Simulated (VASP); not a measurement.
Calculation: PBE GGA with D3 dispersion (zero damping), VASP's PBE PAW potentials (set 64) (plane waves; VASP).

A VASP calculation is set up with these files.

INCAR:
```
LREAL=.FALSE.   # projection in real space or not
LWAVE=.FALSE.
ISMEAR=0   # Gaussian
SIGMA=0.05   # width (eV)
LASPH=.TRUE.   # aspherical one-centre terms
ALGO=Normal
GGA=PE
ISIF=2
ENCUT=520   # plane-wave cut-off (eV)
PREC=Accurate
SYSTEM=CaF2
LCHARG=.FALSE.
IVDW=11   # D3, zero damping
NELM=100
EDIFF=1E-7   # SCF stop (eV)
```

File KPOINTS:
```
Automatic mesh
0
Gamma
7 7 7
0 0 0
```

POSCAR:
```
CaF2
1
    0.0000000000     2.7706436996     2.7706436996
    2.7706436996     0.0000000000     2.7706436996
    2.7706436996     2.7706436996     0.0000000000
Ca F
1 2
Direct
  0.0000000000   0.0000000000   0.0000000000
  0.2500000000   0.2500000000   0.2500000000
  0.7500000000   0.7500000000   0.7500000000
```

POTCAR, in this order: Ca_sv F (PBE.64 set). Program: vasp_std.

Output

**OSZICAR**
```
       N       E                     dE             d eps       ncg     rms          rms(c)
DAV:   1     0.222826873915E+03    0.22283E+03   -0.13894E+04   640   0.152E+03
DAV:   2    -0.933755416343E+01   -0.23216E+03   -0.22721E+03   832   0.384E+02
DAV:   3    -0.182837964916E+02   -0.89462E+01   -0.89388E+01   752   0.868E+01
DAV:   4    -0.186529919312E+02   -0.36920E+00   -0.36910E+00  1064   0.131E+01
DAV:   5    -0.186550727194E+02   -0.20808E-02   -0.20808E-02   752   0.102E+00    0.804E+00
DAV:   6    -0.173106662986E+02    0.13444E+01   -0.74675E+00   680   0.190E+01    0.315E+00
DAV:   7    -0.173154179619E+02   -0.47517E-02   -0.18890E-01   808   0.395E+00    0.169E+00
DAV:   8    -0.173344274327E+02   -0.19009E-01   -0.35764E-02   824   0.231E+00    0.188E-01
DAV:   9    -0.173389564600E+02   -0.45290E-02   -0.84067E-03   824   0.712E-01    0.141E-01
DAV:  10    -0.173398199204E+02   -0.86346E-03   -0.15022E-03   728   0.303E-01    0.285E-02
DAV:  11    -0.173398329687E+02   -0.13048E-04   -0.93188E-05   912   0.819E-02    0.157E-02
DAV:  12    -0.173398399751E+02   -0.70065E-05   -0.21378E-05   776   0.455E-02    0.323E-03
DAV:  13    -0.173398403968E+02   -0.42165E-06   -0.48295E-06   976   0.173E-02    0.405E-03
DAV:  14    -0.173398398894E+02    0.50742E-06   -0.10710E-06   848   0.104E-02    0.559E-04
DAV:  15    -0.173398398926E+02   -0.32774E-08   -0.47817E-08   528   0.232E-03
   1 F= -.17653926E+02 E0= -.17653926E+02  d E =-.331756E-22
```

### OUTCAR
```
------------------------ aborting loop because EDIFF is reached ----------------------------------------
 Edisp (eV)   -0.31409
  FORCE on cell =-STRESS in cart. coord.  units (eV):
  Direction    XX          YY          ZZ          XY          YZ          ZX
  --------------------------------------------------------------------------------------
  Total      -0.57836    -0.57836    -0.57836     0.00000     0.00000     0.00000
  in kB     -21.78413   -21.78413   -21.78413     0.00000     0.00000     0.00000
  external pressure =      -21.78 kB  Pullay stress =        0.00 kB
  volume of cell :       42.54
      direct lattice vectors                 reciprocal lattice vectors
     0.000000000  2.770643700  2.770643700    -0.180463479  0.180463479  0.180463479
     2.770643700  0.000000000  2.770643700     0.180463479 -0.180463479  0.180463479
     2.770643700  2.770643700  0.000000000     0.180463479  0.180463479 -0.180463479
 POSITION                                       TOTAL-FORCE (eV/Angst)
 -----------------------------------------------------------------------------------
      0.00000      0.00000      0.00000        -0.000000      0.000000      0.000000
      1.38532      1.38532      1.38532        -0.000000     -0.000000     -0.000000
      4.15597      4.15597      4.15597         0.000000      0.000000      0.000000
 -----------------------------------------------------------------------------------
    total drift:                                0.000000     -0.000000      0.000000
  FREE ENERGIE OF THE ION-ELECTRON SYSTEM (eV)
  ---------------------------------------------------
  free  energy   TOTEN  =       -17.6539257332 eV

  energy  without entropy=      -17.6539257332  energy(sigma->0) =      -17.65392573
```
(Selected blocks of OUTCAR.)

File OUTCAR:
```
 val. band max:       -1.2209301731   @ k =  -0.4286   0.4286   0.0000

 cond. band min:       5.8327800767   @ k =   0.0000   0.0000   0.0000


 Fermi energy:        -0.8861193771

 k-point     1 :       0.0000    0.0000    0.0000
  band No.  band energies     occupation
      1     -37.4304      2.00000
      2     -21.0234      2.00000
      3     -20.3153      2.00000
      4     -18.3686      2.00000
      5     -18.3686      2.00000
      6     -18.3686      2.00000
      7      -3.1705      2.00000
      8      -3.1704      2.00000
      9      -3.1704      2.00000
     10      -1.4411      2.00000
     11      -1.4410      2.00000
     12      -1.4410      2.00000
     13       5.8328      0.00000
     14       7.8002      0.00000
     15       7.8002      0.00000
     16       9.6956      0.00000

 k-point     2 :       0.1429    0.0000    0.0000
  band No.  band energies     occupation
      1     -37.4255      2.00000
      2     -21.0688      2.00000
      3     -20.3629      2.00000
      4     -18.3751      2.00000
      5     -18.3751      2.00000
      6     -18.2859      2.00000
      7      -3.0860      2.00000
      8      -3.0860      2.00000
      9      -3.0230      2.00000
     10      -1.6596      2.00000
     11      -1.5279      2.00000
     12      -1.5279      2.00000
     13       6.3338      0.00000
     14       7.8369      0.00000
     15       7.8369      0.00000
     16       9.5199      0.00000

 k-point     3 :       0.2857    0.0000    0.0000
  band No.  band energies     occupation
      1     -37.4144      2.00000
      2     -21.1325      2.00000
      3     -20.5105      2.00000
      4     -18.3897      2.00000
      5     -18.3897      2.00000
      6     -18.0928      2.00000
      7      -2.8723      2.00000
      8      -2.8723      2.00000
      9      -2.6996      2.00000
     10      -2.0752      2.00000
     11      -1.7402      2.00000
     12      -1.7402      2.00000
     13       7.3892      0.00000
...
```

The compound is CaF2 in the fluorite structure. This cell is one point of a volume scan, at 1.03 of the reference volume.
